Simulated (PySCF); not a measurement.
C3H4N2.
Numbering: `[cH:1]1[cH:2][nH:3][cH:4][n:5]1` (hydrogens: H6 on C1; H7 on C2; H8 on N3; H9 on C4)

Level: wB97X-D/pcSseg-2 in PySCF, non-relativistic, on one gas-phase PBE0-D3(BJ)/def2-TZVP geometry that isn't relaxed in the solvent. The solvent is an IEF-PCM continuum (cavity from Bondi-type radii × 1.2). Specific hydrogen bonds and non-electrostatic terms are outside this model.

Gas phase at wB97X-D/pcSseg-2: HOMO -8.55 eV, LUMO 2.04 eV, dipole 3.86 D.

What does the continuum do to the energy, the frontier levels and the dipole at wB97X-D/pcSseg-2 in chloroform?

```csv
solvent,ε,E(solvent) − E(gas) (kcal/mol),polarisation term (kcal/mol),distortion of the solute (kcal/mol),HOMO (eV),LUMO (eV),dipole (D)
chloroform,4.711,-6.63,-7.81,1.18,-8.56,2.45,4.84
```

Polarisation term: ½ Σ q·V over the induced surface charges. Distortion: the rise of the solute's own energy as its density leaves the gas-phase optimum.

Which radius a makes the point-dipole formula ΔE = −[(ε − 1)/(2ε + 1)]·μ²/a³ give the value in chloroform, with the gas-phase dipole?

μ = 1.517 au and |ΔE| = 0.01057 Eh give a = 2.26 Å; the farthest nucleus lies 2.31 Å from the centroid of the nuclei. The formula assumes a rigid point dipole at the centre of a sphere.

The pairwise dispersion term of wB97X-D wasn't added to the energies; at a given geometry it leaves orbitals and properties as they are.
